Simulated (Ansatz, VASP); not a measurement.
# P: VASP beside Ansatz, part 2 of 2

Aim: how closely do two programs agree when they are given the same cell, functional and k mesh? The structure shown is the start of the Ansatz relaxation below; VASP solves that cell, so the two are compared at the walk's first step.

VASP 6.6.1 and Ansatz 0.2.0.

So far: The starting structure; Ansatz: relaxation, PBE with D3(BJ); VASP: single point, PBE with D3(BJ), start cell, pair 1; Comparison.

## (6) VASP: single point, PBE with D3(BJ), start cell, pair 2

Level of this step: PBE with D3(BJ); plane waves and PAW (P) (VASP).

The same cell, functional, mesh and smearing now go to VASP, with its own data sets.

Contents of INCAR:

```
SYSTEM = P
PREC = Accurate
ENCUT = 400
EDIFF = 1E-06
NELM = 120
ISMEAR = -1
SIGMA = 0.02
LREAL = .FALSE.
ALGO = Normal
GGA = PE
IVDW = 12
NBANDS = 16
LORBIT = 11
LWAVE = .FALSE.
LCHARG = .FALSE.
ISIF = 2
LDIPOL = .TRUE.
IDIPOL = 3
DIPOL = 0.5 0.5 0.5
LVHAR = .TRUE.
LASPH = .TRUE.
GGA_COMPAT = .FALSE.
EFERMI = MIDGAP
NELMDL = -8
```

Contents of POSCAR:

```
P
1.0
    3.2800000000      0.0000000000      0.0000000000
   -1.6400000000      2.8405630000      0.0000000000
    0.0000000000      0.0000000000     38.8000000000
P
4
Direct
    0.3333333920      0.6666667840      0.4574742268
    0.6666666080      0.3333332160      0.4255154639
    0.3333333920      0.6666667840      0.5744845361
    0.6666666080      0.3333332160      0.5425257732
```

Contents of KPOINTS:

```
Automatic mesh
0
Gamma
9 9 1
0 0 0
```

The projector-augmented-wave data sets are P (PBE family, release 64).

On the command line:

```sh
$ mpirun -np 1 vasp_std
```

Numbers of over 12 decimals in the logs are rounded to 6 here.

The log of the run:

```text
[... set-up lines as in an earlier step ...]
 entering main loop
       N       E                     dE             d eps       ncg     rms          rms(c)
DAV:   1     0.134002057527E+03    0.13400E+03   -0.55139E+03   384   0.703E+02
DAV:   2    -0.625830180302E+01   -0.14026E+03   -0.12915E+03   576   0.143E+02
DAV:   3    -0.213106214625E+02   -0.15052E+02   -0.14989E+02   552   0.590E+01
DAV:   4    -0.216006182998E+02   -0.29000E+00   -0.28906E+00   536   0.106E+01
[...]
DAV:  22    -0.214280221042E+02   -0.36110E-05   -0.41930E-08   328   0.752E-04    0.417E-04
DAV:  23    -0.214280237845E+02   -0.16802E-05   -0.33780E-08   328   0.438E-04    0.202E-04
DAV:  24    -0.214280245012E+02   -0.71673E-06   -0.58492E-09   288   0.232E-04
   1 F= -.22479385E+02 E0= -.22479385E+02  d E =-.545510E-13
```

OUTCAR, selected parts (step 6):

```text
 Edisp (eV)   -1.05136

  Total      -0.98358    -0.98358    -0.43033     0.00000    -0.00000     0.00000
  in kB      -4.35925    -4.35925    -1.90724     0.00000    -0.00000     0.00000
  external pressure =       -3.54 kB  Pullay stress =        0.00 kB

 POSITION                                       TOTAL-FORCE (eV/Angst)
 -----------------------------------------------------------------------------------
      0.00000      1.89371     17.75000         0.000000      0.000000     -0.062610
      1.64000      0.94685     16.51000         0.000000      0.000000      0.108965
      0.00000      1.89371     22.29000        -0.000000     -0.000000     -0.108965
      1.64000      0.94685     21.05000        -0.000000     -0.000000      0.062610
 -----------------------------------------------------------------------------------
    total drift:                               -0.000000     -0.000000      0.000000

  FREE ENERGIE OF THE ION-ELECTRON SYSTEM (eV)
  ---------------------------------------------------
  free  energy   TOTEN  =       -22.4793853943 eV

  energy  without entropy=      -22.4793853943  energy(sigma->0) =      -22.47938539

[... 2 parts as in an earlier step ...]

[... 1 further part left out ...]
[key lines of the parts left out:]
E-fermi :  -2.6117
```

## (7) Comparison

Forces (eV/Å; atoms numbered as in POSCAR):

```csv
atom,"Ansatz x, y, z","VASP x, y, z"
P1,"0.000, 0.000, 0.028","0.000, 0.000, -0.063"
P2,"0.000, 0.000, 0.020","0.000, 0.000, 0.109"
P3,"0.000, 0.000, -0.020","0.000, 0.000, -0.109"
P4,"0.000, 0.000, -0.028","0.000, 0.000, 0.063"
```

The forces differ by 52 meV/Å r.m.s., where the r.m.s. force is 0.014 eV/Å in Ansatz and 0.051 eV/Å in VASP: the atoms lie near their places of rest in Ansatz, so a percentage would say little (all taken over all components). With vacuum in the cell, a pressure given here is an average over mostly empty space and none of the material.

## (8) Ansatz: relaxation, PBE with D3(BJ)

The two programs are compared at the cell with which this relaxation starts, whose forces are those of its first step.

The structure compared here is the start of the Ansatz relaxation; VASP solves that cell, so the two are compared at the walk's first step.

Contents of input.yaml:

```yaml
crystal:
  lattice:
    - [3.28, 0.0, 0.0]
    - [-1.64, 2.8405633244, 0.0]
    - [0.0, 0.0, 38.8]
  atoms:
    - { symbol: P, position: [0.3333333333, 0.6666666667, 0.4574742268] }
    - { symbol: P, position: [0.6666666667, 0.3333333333, 0.4255154639] }
    - { symbol: P, position: [0.6666666667, 0.3333333333, 0.5744845361] }
    - { symbol: P, position: [0.3333333333, 0.6666666667, 0.5425257732] }
  periodic: [true, true, false]
kpoints:
  mp_grid: { grid: [9, 9, 1] }
hamiltonian:
  xc: pbe
  dispersion: d3bj
  pseudopotentials: { kind: paw, azcp: { folder: soft_1 } }
scf:
  occupations: { method: fermi_dirac, width: 0.02 }
relax:
  f_tol: 0.01
  max_steps: 100
  cell: {}
```

On the command line:

```sh
$ ansatz run input.yaml --threads 3 --pin off --max-ram 92160MiB --backend cuda --events-out ev --progress --plain --runs-dir out --devices 1 --max-vram 13GiB
```

The log of the run:

```text
GPUs: using 1 of 1 available (devices: 1).
[...]
GPU FFT provider: cuFFT
GPU libraries: cuBLAS 13.8.2, cuFFT 12.4.0, cuSOLVER 12.3.4
Crystal: 4 atoms, lattice volume = 361.501 Å³
Basis set: ecut = 420 eV, 7185 PW (Γ), exchange–correlation on 48×48×540 points (8 copies of the dense FFT grid, shifted against one another)
[...]
--- Relaxed structure (6 steps of the walk, 6 accepted, 1 SCFs on fresh bases) ---
[...]
cell:  # Å, volume = 355.1131 Å³
    - [3.250889, 0, 0.0]
    - [-1.625445, 2.815353, 0.0]
    - [0.0, 0.0, 38.8]
  atoms:
    - { symbol: P, position: [0.333333, 0.666667, 0.449573] }
    - { symbol: P, position: [0.666667, 0.333333, 0.417454] }
    - { symbol: P, position: [0.666667, 0.333333, 0.582546] }
    - { symbol: P, position: [0.333333, 0.666667, 0.550427] }
[key lines of the parts left out:]
SCF converged after 7 iterations
Free energy (F): -3023.592565 eV
Fermi energy:    -5.121403 eV
P = ½ c Tr σ = 0.0028 N/m
```

## (9) VASP: single point, PBE with D3(BJ), start cell, pair 3

The same cell, functional, mesh and smearing now go to VASP, with its own data sets.

INCAR is that of step 6.

Edit POSCAR of step 6 so:

```diff
@@ -10,3 +10,3 @@
     0.6666666080      0.3333332160      0.4255154639
-    0.3333333920      0.6666667840      0.5744845361
-    0.6666666080      0.3333332160      0.5425257732
+    0.6666666080      0.3333332160      0.5744845361
+    0.3333333920      0.6666667840      0.5425257732
```

KPOINTS is that of step 6.

On the command line:

```sh
$ mpirun -np 1 vasp_std
```

The log of the run:

```text
[... set-up lines as in an earlier step ...]
 entering main loop
       N       E                     dE             d eps       ncg     rms          rms(c)
DAV:   1     0.134189227881E+03    0.13419E+03   -0.55142E+03   384   0.703E+02
DAV:   2    -0.662313602898E+01   -0.14081E+03   -0.13043E+03   592   0.143E+02
DAV:   3    -0.211799946518E+02   -0.14557E+02   -0.14507E+02   552   0.587E+01
DAV:   4    -0.214559409410E+02   -0.27595E+00   -0.27533E+00   536   0.104E+01
[...]
DAV:  21    -0.212686226147E+02   -0.51050E-05   -0.11822E-07   360   0.122E-03    0.339E-04
DAV:  22    -0.212686270227E+02   -0.44081E-05   -0.69578E-08   320   0.886E-04    0.170E-04
DAV:  23    -0.212686276908E+02   -0.66804E-06   -0.69681E-09   280   0.323E-04
   1 F= -.22317379E+02 E0= -.22317379E+02  d E =-.186395E-10
```

From OUTCAR (step 9):

```text
 Edisp (eV)   -1.04875

  Total      -0.97464    -0.97464     1.24898     0.00000     0.00000     0.00000
  in kB      -4.31960    -4.31960     5.53547     0.00000     0.00000     0.00000
  external pressure =       -1.03 kB  Pullay stress =        0.00 kB

 POSITION                                       TOTAL-FORCE (eV/Angst)
 -----------------------------------------------------------------------------------
      0.00000      1.89371     17.75000         0.000000     -0.000000     -0.413461
      1.64000      0.94685     16.51000         0.000000      0.000000      0.018609
      1.64000      0.94685     22.29000         0.000000      0.000000     -0.018609
      0.00000      1.89371     21.05000        -0.000000     -0.000000      0.413461
 -----------------------------------------------------------------------------------
    total drift:                                0.000000     -0.000001      0.000000

  FREE ENERGIE OF THE ION-ELECTRON SYSTEM (eV)
  ---------------------------------------------------
  free  energy   TOTEN  =       -22.3173794313 eV

  energy  without entropy=      -22.3173794313  energy(sigma->0) =      -22.31737943

[... 2 parts as in an earlier step ...]

[... 1 further part left out ...]
[key lines of the parts left out:]
E-fermi :  -2.5626
```

## (10) Comparison

Forces (eV/Å; atoms numbered as in POSCAR):

```
atom        Ansatz x, y, z          VASP x, y, z
  P1  0.000, 0.000, -0.321  0.000, 0.000, -0.413
  P2  0.000, 0.000, -0.070   0.000, 0.000, 0.019
  P3   0.000, 0.000, 0.070  0.000, 0.000, -0.019
  P4   0.000, 0.000, 0.321   0.000, 0.000, 0.413
```

The forces differ by 52 meV/Å r.m.s., which is 30.9 % of the r.m.s. force of 0.169 eV/Å (both taken over all components). With vacuum in the cell, a pressure given here is an average over mostly empty space and none of the material.

## (11) Outcome

```yaml
r_m_s_force_difference_single_point_pbe_with_d3_bj_start_cell_pair_1: 51 meV/Å
r_m_s_force_difference_single_point_pbe_with_d3_bj_start_cell_pair_2: 52 meV/Å
r_m_s_force_difference_single_point_pbe_with_d3_bj_start_cell_pair_3: 52 meV/Å
```

The r.m.s. force difference is 52 meV/Å (single point, PBE with D3(BJ), start cell, pair 3), beyond the 12 meV/Å picked in this series as the mark of a large difference. What causes the difference of the single point, PBE with D3(BJ), start cell, pair 1 pair stays open here. What causes the difference of the single point, PBE with D3(BJ), start cell, pair 2 pair stays open here. What causes the difference of the single point, PBE with D3(BJ), start cell, pair 3 pair stays open here. 3 further runs of this series are not shown here. How closely two codes agree says nothing of how well the functional describes the real material.

[Lines on the potential files, build, host, timing and source positions are cut from VASP's logs without a mark.]

[Logs are printed without paths, hosts, clocks, repeated set-up lines and the standing remarks that a program may print on its own settings, such as how far it seeks lower states.]

[Hosts, paths, dates, database ids (printed as entryN), source tags and the programs' standing remarks are cut or masked in the printed files.]
